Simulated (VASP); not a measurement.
GaP:

```xyz
2
Lattice="0.0000 2.7184 2.7184 2.7184 0.0000 2.7184 2.7184 2.7184 0.0000" Properties=species:S:1:pos:R:3 pbc="T T T"
Ga    0.0000    0.0000    0.0000
P     4.0776    4.0776    4.0776
```

The cell is a database's computed one.

Base run:

* Program: VASP 6.6.1
* Functional: PBEsol
* Potentials or basis: VASP PAW PBE potentials, release 64 (Ga_h, P_h)
* Cutoff: 900 eV
* k mesh: 8 × 8 × 8
* Occupations: gaussian, width 0.02 eV
* Spin: no spin polarisation

Its results: band gap on the k mesh 1.50 eV, indirect (least direct gap 1.81 eV); pressure 0.1 GPa.

Task: The run is repeated on the same cell with these changes: functional from PBEsol to r2SCAN; potentials or basis from VASP PAW PBE potentials, release 64 (Ga_h, P_h) to VASP PAW PBE potentials, release 64 (Ga_d, P); cutoff from 900 eV to 520 eV. What comes out?

Result: Band gap on the k mesh 1.89 eV, indirect (least direct gap 2.41 eV); pressure 0.7 GPa.

Caveats: the PAW data sets were made with another functional, which shifts forces and pressure a little.

A k mesh can miss the band edges.

Not every run made on this cell is shown here.
